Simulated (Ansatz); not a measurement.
Al:

```
Al
1.0
     2.81246    0.00000    0.00000
    -1.40623    2.43566    0.00000
     0.00000    0.00000    4.86685
Al
2
Direct
  0.33333 0.66667 0.25000
  0.66667 0.33333 0.75000
```

This isn't the form of Al at room conditions, which is fcc.

```yaml
Program: Ansatz 0.2.0
Task: single point
Functional: PBE
Potentials_or_basis: all-electron LAPW, scalar-relativistic
Cutoff: 138 eV (chosen from the basis error)
Basis_error_allowed: 0.001 eV/atom
k_mesh: 11 × 11 × 6
Occupations: fermi-dirac, width 0.05 eV
Spin: no spin polarisation
```

On this cell: pressure 0.2 GPa; largest force under 0.003 eV/Å; band gap on the k mesh none (metal or under the smearing width).

The same run follows on a disturbed copy (atoms moved at random, drawn with an rms of 0.05 Å):

```xyz
2
Lattice="2.8125 0.0000 0.0000 -1.4062 2.4357 0.0000 0.0000 0.0000 4.8669" Properties=species:S:1:pos:R:3 pbc="T T T"
Al   -0.0255    1.5758    1.1943
Al    1.4069    0.8260    3.6656
```

Q: What does the disturbed cell give?

A: The energy (extrapolated to zero smearing) moves by +2.1 meV/atom; pressure 0.3 GPa; largest force 0.136 eV/Å; band gap on the k mesh none (metal or under the smearing width).

Forces in eV/Å, atoms in the order of the input:
```
Al   0.024  0.046  0.126
Al  -0.024 -0.046 -0.126
```

Stress tensor (GPa, compression positive):
```
 1.81  0.02  0.03
 0.02  1.72  0.06
 0.03  0.06 -2.77
```
